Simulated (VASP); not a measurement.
# Ge (Fd-3m) in VASP: phonons with PBEsol

Aim: the phonons of Ge with PBEsol.

Program: VASP 6.6.1. These are calculated values, not measurements. Logs are shortened: lines on timing, memory, paths and dates and some standing lists are left out, and cuts for length are marked.

## Step 1: The structure

The structure is cubic, space group Fd-3m (No. 227). The conventional cell has a = 5.658 Å, b = 5.658 Å, c = 5.658 Å, α = 90.00°, β = 90.00°, γ = 90.00°. Ge (site symmetry -43m) is surrounded by 4 Ge at 2.45 Å.

The cell was built by a generator and needn't be a form met in nature.

## Step 2: Phonons, PBEsol

Contents of POSCAR:

```
Ge
1.0
    0.0000000000      2.8290000000      2.8290000000
    2.8290000000      0.0000000000      2.8290000000
    2.8290000000      2.8290000000      0.0000000000
Ge
2
Direct
    0.0000000000      0.0000000000      0.0000000000
    0.2500000000      0.2500000000      0.2500000000
```

Contents of INCAR.step1:

```
SYSTEM = Ge
  PREC = Accurate
  ENCUT = 600
  EDIFF = 1E-8
  ISMEAR = -1
  SIGMA = 0.03
  LREAL = .False.
  LASPH = .True.
  NELM = 60
  ALGO = Normal
  ISIF = 2
  LWAVE = .False.
  LCHARG = .False.
  GGA = PS
  NELECT = 27.95155
  KPAR = 2
  IBRION = 2
  NSW = 40
  EDIFFG = -0.002
```

Contents of INCAR.step2:

```
SYSTEM = Ge
  PREC = Accurate
  ENCUT = 600
  EDIFF = 1E-8
  ISMEAR = -1
  SIGMA = 0.03
  LREAL = .False.
  LASPH = .True.
  NELM = 60
  ALGO = Normal
  ISIF = 2
  LWAVE = .False.
  LCHARG = .False.
  GGA = PS
  NELECT = 27.95155
  KPAR = 2
  IBRION = 8
  NSW = 1
```

Contents of KPOINTS:

```
regular mesh
0
Gamma
  24 24 24
  0 0 0
```

Potentials or basis: VASP PAW PBE potentials, release 64 (Ge_d).

Run with:

```
$ cat potpaw_PBE.64/Ge_d/POTCAR > POTCAR
$ cp INCAR.step1 INCAR
$ mpirun -np 2 vasp_std > vasp.out
$ cp CONTCAR POSCAR
$ cp INCAR.step2 INCAR
$ mpirun -np 2 vasp_std > vasp.out
```

OUTCAR:

```text
SYSTEM = Ge
   PREC = Accurate
   ENCUT = 600
   EDIFF = 1E-8
   ISMEAR = -1
   LREAL = .False.
   LASPH = .True.
   NELM = 60
   ISIF = 2
   GGA = PS
   NELECT = 27.95155
   IBRION = 8
   NSW = 1

 ion  position               nearest neighbor table
   1  0.000  0.000  0.000-   2 2.45   2 2.45   2 2.45   2 2.45
   2  0.250  0.250  0.250-   1 2.45   1 2.45   1 2.45   1 2.45

  LATTYP: Found a face centered cubic cell.
 ALAT       =     5.6580000000

  Lattice vectors:

 A1 = (   0.0000000000,   2.8290000000,   2.8290000000)
 A2 = (   2.8290000000,   0.0000000000,   2.8290000000)
 A3 = (   2.8290000000,   2.8290000000,   0.0000000000)

Analysis of symmetry for initial positions (statically):
=====================================================================
 Subroutine PRICEL returns:
 Original cell was already a primitive cell.

 Routine SETGRP: Setting up the symmetry group for a
 face centered cubic supercell.

 Subroutine GETGRP returns: Found 48 space group operations
 (whereof 24 operations were pure point group operations)
 out of a pool of 48 trial point group operations.

The static configuration has the point symmetry T_d .
 The point group associated with its full space group is O_h .

Analysis of symmetry for dynamics (positions and initial velocities):
=====================================================================
 Subroutine PRICEL returns:
 Original cell was already a primitive cell.

 Routine SETGRP: Setting up the symmetry group for a
 face centered cubic supercell.

 Subroutine GETGRP returns: Found 48 space group operations
 (whereof 24 operations were pure point group operations)
 out of a pool of 48 trial point group operations.

The dynamic configuration has the point symmetry T_d .
 The point group associated with its full space group is O_h .

 Subroutine INISYM returns: Found 48 space group operations
 (whereof 24 operations are pure point group operations),
 and found     1 'primitive' translations

----------------------------------------------------------------------------------------

                                     Primitive cell

  volume of cell :      45.2823

  direct lattice vectors                    reciprocal lattice vectors
     0.000000000  2.829000000  2.829000000    -0.176740898  0.176740898  0.176740898
     2.829000000  0.000000000  2.829000000     0.176740898 -0.176740898  0.176740898
     2.829000000  2.829000000  0.000000000     0.176740898  0.176740898 -0.176740898

  length of vectors
     4.000810168  4.000810168  4.000810168     0.306124215  0.306124215  0.306124215

  position of ions in fractional coordinates (direct lattice)
     0.000000000  0.000000000  0.000000000
     0.250000000  0.250000000  0.250000000

  ion indices of the primitive-cell ions
   primitive index   ion index
                 1           1
                 2           2

----------------------------------------------------------------------------------------

 KPOINTS: regular mesh

Automatic generation of k-mesh.
 Grid dimensions read from file:
 generate k-points for:   24   24   24

 Generating k-lattice:

  Cartesian coordinates                     Fractional coordinates (reciprocal lattice)
    -0.007364204  0.007364204  0.007364204     0.041666667  0.000000000  0.000000000
[... 71 lines left out ...]
   NUPDOWN=      -1.0000    fix difference up-down
   EMIN   =  10.00;   EMAX   =-10.00  energy-range for DOS
   EFERMI =   0.00;   METHOD = LEGACY
   ISMEAR =    -1;   SIGMA  =   0.03  broadening in eV -4-tet -1-fermi 0-gaus
   EFERMI_NEDOS =   21; number of points for ismear=-14 and -15
   IALGO  =     38    algorithm
   IMIX   =      4    mixing-type and parameters
     AMIX     =   0.40;   BMIX     =  1.00
     AMIX_MAG =   1.60;   BMIX_MAG =  1.00
  volume/ion in A,a.u.               =      22.64       152.79
  Fermi-wavevector in a.u.,A,eV,Ry     =   1.393907  2.634103 26.435809  1.942977
  Thomas-Fermi vector in A             =   2.517508
   LORBIT       =      0    0 simple, 1 ext, 2 COOP (PROOUT), +10 PAW based schemes
   GGA     = PS    functional components
   LHFCALC =     F    Hartree Fock is set to
   AEXX    =    0.0000 exact exchange contribution
   IVDW    =     0    specifies the selected vdW correction
   LEPSILON=     F    determine dielectric tensor
   LRPA    =     F    only Hartree local field effects (RPA)
 non-spin polarized calculation
  energy-cutoff  :      600.00
  volume of cell :       45.28
 maximum number of plane-waves:      1540
   NGX = 15   NGY = 15   NGZ = 15

--------------------------------------- Ionic step        1  -------------------------------------------

 number of electron      27.9515513 magnetization

 Free energy of the ion-electron system (eV)
  ---------------------------------------------------
  ext. energy  EPLUGINS =         0.00000000
  ---------------------------------------------------
  free energy    TOTEN  =       -10.09751601 eV

  energy without entropy =      -10.09696894  energy(sigma->0) =      -10.09724248

 E-fermi :   4.4399     XC(G=0): -10.1106

 val. band max:        4.4222728812   @ k =  -0.0833   0.1250   0.0417
 cond. band min:       4.4700267349   @ k =  -0.1250   0.1250   0.0000
 fundamental gap:      0.0477538537
 Fermi energy:         4.4399424665

 k-point     1 :       0.0000    0.0000    0.0000
  band No.  band energies     occupation
      1     -19.9329      2.00000
      2     -19.9329      2.00000
      3     -19.9329      2.00000
      4     -19.8959      2.00000
      5     -19.8959      2.00000
      6     -19.6843      2.00000
[... 481 lines left out ...]
      5     -19.8522      2.00000
      6     -19.7221      2.00000
[... 10 lines left out ...]
     17       8.7159      0.00000
     18      11.9812      0.00000

 [... further k-points ...]

------------------------ aborting loop because EDIFF is reached ----------------------------------------

  FORCE on cell =-STRESS in cart. coord.  units (eV):
  Direction    XX          YY          ZZ          XY          YZ          ZX
  --------------------------------------------------------------------------------------
  -------------------------------------------------------------------------------------
  Total       -0.2902483     -0.2902483     -0.2902483      0.0000000      0.0000000      0.0000000
  in kB      -10.2695490    -10.2695490    -10.2695490      0.0000000      0.0000000      0.0000000
  external PRESSURE =     -10.2695490 kB  Pullay stress =       0.0000000 kB

 VOLUME and BASIS-vectors are now :
 -----------------------------------------------------------------------------
  energy-cutoff  :      600.00
  volume of cell :       45.28
      direct lattice vectors                 reciprocal lattice vectors
     0.000000000  2.829000000  2.829000000    -0.176740898  0.176740898  0.176740898
     2.829000000  0.000000000  2.829000000     0.176740898 -0.176740898  0.176740898
     2.829000000  2.829000000  0.000000000     0.176740898  0.176740898 -0.176740898

 POSITION                                       TOTAL-FORCE (eV/Angst)
 -----------------------------------------------------------------------------------
      0.00000      0.00000      0.00000         0.000000      0.000000      0.000000
      1.41450      1.41450      1.41450        -0.000000     -0.000000     -0.000000
 -----------------------------------------------------------------------------------
    total drift:                               -0.000000      0.000000      0.000000

  FREE ENERGIE OF THE ION-ELECTRON SYSTEM (eV)
  ---------------------------------------------------
  free  energy   TOTEN  =       -10.0975160126 eV

  energy  without entropy=      -10.0969689424  energy(sigma->0) =      -10.09724248

[... ionic steps 2 to 3 ...]

--------------------------------------- Ionic step        4  -------------------------------------------

 Free energy of the ion-electron system (eV)
  ---------------------------------------------------
  ---------------------------------------------------
  free energy    TOTEN  =        -0.19399631 eV

  energy without entropy =       -0.19399631

------------------------ aborting loop because EDIFF is reached ----------------------------------------

 INTERNAL STRAIN TENSOR  FOR ION    1  DIRECTION 1   (eV/Angst):
 -----------------------------------------------------------------------------
    -0.00258 -0.00000  0.00000
     0.00000  0.00174  8.57625
    -0.00000  8.57625  0.00174

 INTERNAL STRAIN TENSOR FOR ION    2 for displacements in x,y,z  (eV/Angst):
          X           Y           Z          XY          YZ          ZX
  --------------------------------------------------------------------------------
  x    -0.00000     0.00000     0.00000     0.00000    -8.57625    -0.00000
  y     0.00000     0.00000     0.00000     0.00000     0.00000    -8.57625
  z     0.00000     0.00000    -0.00000    -8.57625    -0.00000     0.00000

 SECOND DERIVATIVES (NOT SYMMETRIZED)
 ------------------------------------
               1X          1Y          1Z          2X          2Y          2Z
  1X    -9.865113    0.000000    0.000000    9.865113    0.000000    0.000000
  1Y     0.000000   -9.865113    0.000000    0.000000    9.865113    0.000000
  1Z     0.000000    0.000000   -9.865113    0.000000    0.000000    9.865113
  2X     9.865113    0.000000    0.000000   -9.865113    0.000000    0.000000
  2Y     0.000000    9.865113    0.000000    0.000000   -9.865113    0.000000
  2Z     0.000000    0.000000    9.865113    0.000000    0.000000   -9.865113

 Eigenvectors and eigenvalues of the dynamical matrix
 ----------------------------------------------------

   1 f  =    8.149267 THz    51.203354 2PiTHz  271.830286 cm-1    33.702645 meV
             X         Y         Z           dx          dy          dz
      0.000000  0.000000  0.000000     0.000000   -0.707107    0.000000
      1.414500  1.414500  1.414500     0.000000    0.707107    0.000000
[... 21 lines left out ...]
   6 f  =    0.000000 THz     0.000000 2PiTHz    0.000000 cm-1     0.000000 meV
             X         Y         Z           dx          dy          dz
      0.000000  0.000000  0.000000     0.000000    0.000000    0.707107
      1.414500  1.414500  1.414500     0.000000    0.000000    0.707107

--------------------------------------------------------------------------------------------------------

 ELASTIC MODULI CONTR FROM IONIC RELAXATION (kBar)
 Direction    XX          YY          ZZ          XY          YZ          ZX
 --------------------------------------------------------------------------------
 XX          -0.0000      0.0000      0.0000      0.0000     -0.0000     -0.0000
 YY           0.0000     -0.0000     -0.0000     -0.0000     -0.0000      0.0000
 ZZ           0.0000      0.0000     -0.0000     -0.0000     -0.0000     -0.0000
 XY           0.0000      0.0000     -0.0000   -263.8001     -0.0000     -0.0000
 YZ          -0.0000     -0.0000     -0.0000     -0.0000   -263.8001     -0.0000
 ZX          -0.0000      0.0000      0.0000      0.0000     -0.0000   -263.8001
 --------------------------------------------------------------------------------
```

Wall time 15 min (2 MPI ranks of Intel Xeon Platinum 8559C (Emerald Rapids), shared host); peak memory 3.2 GiB.

What came out:

```
Highest phonon frequency at Γ : 272 cm⁻¹
```

Phonon frequencies in cm⁻¹ (negative: imaginary):
```
              q point        frequencies
(0.000, 0.000, 0.000)  0 0 0 272 272 272
```

Caveat: the cell is charged against a uniform background, so pressure and absolute levels hang on convention; the PAW data sets were made with another functional, which shifts forces and pressure a little.
